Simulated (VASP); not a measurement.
**Re: single point with PBEsol**

The system is Re.

```xyz
1
Lattice="0.0000 1.9404 1.9404 1.9404 0.0000 1.9404 1.9404 1.9404 0.0000" Properties=species:S:1:pos:R:3 pbc="T T T"
Re    0.0000    0.0000    0.0000
```

This isn't the form of Re at room conditions, which is hcp.

```yaml
Program: VASP 6.6.1
Task: single point
Functional: PBEsol
Potentials_or_basis: VASP PAW PBE potentials, release 64 (Re)
Cutoff: 520 eV
k_mesh: 18 × 18 × 18
Occupations: gaussian, width 0.1 eV
Spin: non-collinear spin, zero start, spin-orbit coupling
Starting_moments: "[[0.0, 0.0, 0.0]] μB"
```

| Quantity | Value |
| --- | --- |
| Pressure | 0.5 GPa |
| Net moment | 0.00 μB per cell |
| Valence electrons inside the program's atomic spheres | Re 6.17 |

Moments on the atoms (μB; x, y, z):
```
Re  0.00 0.00 0.00
```

Run time: 71 s on 1 thread of Intel(R) Xeon(R) Platinum 8488C (Sapphire Rapids), with other jobs on the host, peak memory 0.19 GiB.

Caveat: the PAW data sets were made with another functional, which shifts forces and pressure a little.
